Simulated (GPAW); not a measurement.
Write an ASE script for GPAW 26.7.0 that does the following.

```yaml
Task: phonons
Functional: PBE
Dispersion: D3M(BJ)
Potentials_or_basis: GPAW PAW data sets (gpaw-data 1.2.1)
Cutoff: 680 eV
Basis: pw
k_mesh: 8 × 8 × 8
Occupations: fermi-dirac, width 0.05 eV
Spin: collinear spin, ferromagnetic start
Starting_moments: "[2.0, 0.0] μB"
Maxiter: 150
Convergence: density=1e-06 eigenstates=1e-09
Supercell: 1 × 1 × 1
Supercell_k_mesh: 8 × 8 × 8
Displacement: 0.01
Relaxed_first: cell
Ecut_relax: 800
```

The structure of CoO lies in POSCAR:

```
CoO
1.0
    1.5054695445      0.8691832468      2.4399269062
   -1.5054695445      0.8691832468      2.4399269062
    0.0000000000     -1.7383664936      2.4399269062
Co O
1 1
Direct
    0.0000000000      0.0000000000      0.0000000000
    0.5000000000      0.5000000000      0.5000000000
```

The cell is a database's computed one.

These files were run (other wordings do the same):

run.py

```python
import json
import numpy as np
from ase import Atoms
from ase.calculators.mixing import SumCalculator
from ase.constraints import FixSymmetry
from ase.filters import FrechetCellFilter
from ase.io import read, write
from ase.optimize import BFGS
from dftd3.ase import DFTD3
from phonopy import Phonopy
from phonopy.structure.atoms import PhonopyAtoms
from gpaw import GPAW, PW

atoms = read('POSCAR')
atoms.set_initial_magnetic_moments([2.0, 0.0])

calc = GPAW(mode=PW(800),
            xc='PBE',
            kpts={'size': (8, 8, 8), 'gamma': True},
            occupations={'name': 'fermi-dirac', 'width': 0.05},
            nbands=17,
            convergence={'density': 1e-06, 'eigenstates': 1e-09},
            maxiter=150,
            txt='gpaw.txt')
atoms.calc = SumCalculator([calc, DFTD3(method='pbe', damping='d3bjm')])
atoms.set_constraint(FixSymmetry(atoms))
BFGS(FrechetCellFilter(atoms), trajectory='relax.traj', logfile='-').run(fmax=0.005, steps=40)
atoms.set_constraint()
energy = atoms.get_potential_energy()
forces = atoms.get_forces()
stress = atoms.get_stress()
calc.write('gs.gpw')
write('result.traj', atoms)
print('Cell:', atoms.cell.cellpar().round(4))
print(atoms.get_scaled_positions().round(5))

def force_constants(scale):
    unit = PhonopyAtoms(symbols=atoms.get_chemical_symbols(), cell=atoms.cell[:] * scale**(1 / 3),
                        scaled_positions=atoms.get_scaled_positions(),
                        magnetic_moments=atoms.get_initial_magnetic_moments())
    ph = Phonopy(unit, supercell_matrix=np.diag([1, 1, 1]), primitive_matrix=np.eye(3), symprec=1e-4)
    ph.generate_displacements(distance=0.01)
    forces = []
    for i, sc in enumerate(ph.supercells_with_displacements):
        a = Atoms(sc.symbols, cell=sc.cell, scaled_positions=sc.scaled_positions, pbc=True,
                  magmoms=sc.magnetic_moments)
        c = GPAW(mode=PW(680),
                 xc='PBE',
                 kpts={'size': (8, 8, 8), 'gamma': True},
                 occupations={'name': 'fermi-dirac', 'width': 0.05},
                 nbands=17,
                 convergence={'density': 1e-06, 'eigenstates': 1e-09},
                 maxiter=150,
                 txt=f'disp-{scale:.3f}-{i:02d}.txt')
        a.calc = SumCalculator([c, DFTD3(method='pbe', damping='d3bjm')])
        f = a.get_forces()
        forces.append(f - f.mean(axis=0))
        print(f'displacement {i}: drift', f.mean(axis=0).round(5), flush=True)
    ph.forces = forces
    ph.produce_force_constants()
    ph.symmetrize_force_constants()
    return ph

qpoints = [[0.0, 0.0, 0.0]]
results = {}
for scale in [1.0]:
    ph = force_constants(scale)
    ph.run_qpoints(qpoints)
    nu = ph.qpoints.frequencies * 33.35641  # THz to cm^-1
    results[f'{scale:.3f}'] = nu.tolist()
    for qp, f in zip(qpoints, nu):
        print(scale, np.round(qp, 4), f.round(2))
json.dump(results, open('phonons.json', 'w'))
```

Potentials or basis: GPAW PAW data sets (gpaw-data 1.2.1), pw.

Launch:

```sh
$ OMP_NUM_THREADS=1 python run.py
```

It gave:

The relaxed volume is 9.09 Å³/atom, the relaxed cell is a = 2.851 Å, b = 2.851 Å, c = 2.851 Å, α = 64.99°, β = 64.99°, γ = 64.99° and the space group after relaxing (to 0.05 Å) is R-3m (No. 166). The pressure after relaxing is 0.0 GPa. The band gap on the k mesh is none (metal or under the smearing width). The net moment is 2.78 μB per cell and the site moments are Co +2.42; O +0.21 μB. The highest phonon frequency at Γ is 254 cm⁻¹ and the dispersion energy per atom is -0.479 eV.

Caveat: the cutoff is short for stress and forces, so pressures can be off by a GPa or more; a cell with one magnetic atom can't hold antiferromagnetic order, which such compounds often take; semilocal functionals often make such compounds metallic where correlation or magnetic order opens a gap, which also shifts bond lengths; pairwise dispersion overbinds metals, which lowers pressure and volume.

It took 15 min on 1 thread of Intel(R) Xeon(R) Platinum 8488C (Sapphire Rapids), with other jobs on the host, peak memory 0.44 GiB.
